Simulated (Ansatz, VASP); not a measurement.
## FeO in VASP and in Ansatz

The input INCAR:

```
PREC = Accurate
ENCUT = 520
EDIFF = 1E-7
ISMEAR = 0
SIGMA = 0.05
LREAL = False
LASPH = True
NELM = 100
ALGO = Normal
ISIF = 2
LWAVE = False
LCHARG = False
ISPIN = 2
MAGMOM = 3 -3 0 0
LORBIT = 11
LMAXMIX = 4
LDAU = True
LDAUTYPE = 2
LDAUL = 2 -1
LDAUU = 8 0
LDAUJ = 0 0
LDAUPRINT = 1
METAGGA = R2SCAN
LMIXTAU = True
NBANDS = 26
```

Contents of KPOINTS:

```
Automatic mesh
0
Gamma
  8 8 4
```

The input POSCAR:

```
FeO
1.0
    1.5176821100      0.8762341800      2.5157945800
   -1.5176821100      0.8762341800      2.5157945800
    0.0000000000     -3.5049367000      5.0315891600
Fe O
2 2
Direct
    0.0000000000      0.0000000000      0.0000000000
    0.0000000000      0.0000000000      0.5000000000
    0.5000000000      0.5000000000      0.2500000000
    0.5000000000      0.5000000000      0.7500000000
```

File input.yaml:

```yaml
crystal:
  lattice:
    - [1.51768211, 0.87623418, 2.51579458]
    - [-1.51768211, 0.87623418, 2.51579458]
    - [0.0, -3.5049367, 5.03158916]
  atoms:
    - { symbol: Fe, position: [0.0, 0.0, 0.0], spin: 3.0 }
    - { symbol: Fe, position: [0.0, 0.0, 0.5], spin: -3.0 }
    - { symbol: O, position: [0.5, 0.5, 0.25] }
    - { symbol: O, position: [0.5, 0.5, 0.75] }
hamiltonian:
  xc: r2scan
  pseudopotentials: { kind: paw }
  hubbard: { sites: [{ species: Fe, l: d, u_eff: 8.0 }] }
magnetization:
  spin_polarized: true
kpoints:
  mp_grid: { grid: [8, 8, 4] }
scf:
  occupations: { method: gaussian, width: 0.05 }
output:
  forces: true
  stress: true
  eigenvalues: true
```

Alike in both runs: task single point; functional r2SCAN; k mesh 8 × 8 × 4; occupations gaussian, width 0.05 eV; collinear spin, antiferromagnetic start; Hubbard terms Fe d U = 8 eV.

|  | VASP | Ansatz |
| --- | --- | --- |
| version | VASP 6.6.1 | Ansatz 0.2.0 |
| potentials or method | VASP PAW PBE potentials, release 64 (Fe, O) | Ansatz PAW |
| plane-wave cutoff (eV) | 520 | 500 |
| valence electrons in the cell | 28 | 44 |

VASP gave:

| Item | Value |
| --- | --- |
| gap on the k mesh at the Fermi level (eV) | 3.72 |
| least direct gap on the mesh (eV) | 3.99 |
| pressure (GPa) | 1.2 |
| largest component of the traceless stress (GPa) | 4.51 |
| rms of the force components (eV/Å) | 0.000 |
| net moment per atom (μB) | 0.00 |
| size of the moment on the site where the two differ most (μB) | 3.93 |

Q: Estimate Ansatz's values.

A: gap on the k mesh at the Fermi level (eV): 3.31; least direct gap on the mesh (eV): 3.67; pressure (GPa): 11.4; largest component of the traceless stress (GPa): 3.66; rms of the force components (eV/Å): 0.111; net moment per atom (μB): 0.00; size of the moment on the site where the two differ most (μB): 3.55.

Site moments also hang on the region over which each program counts them. The programs project onto different local orbitals, so the same U acts differently. The two sets of potentials don't hold the same shells in valence.

Caveats: the PAW data sets were made with another functional, which shifts forces and pressure a little (VASP); the magnetic or orbital state may not be the lowest (Ansatz); the PAW data sets come from PBE, with cores solved anew for the run's functional, which leaves a small shift of forces and pressure (Ansatz). The state reached can hang on the start; a lower one may exist. A k mesh can miss the band edges.
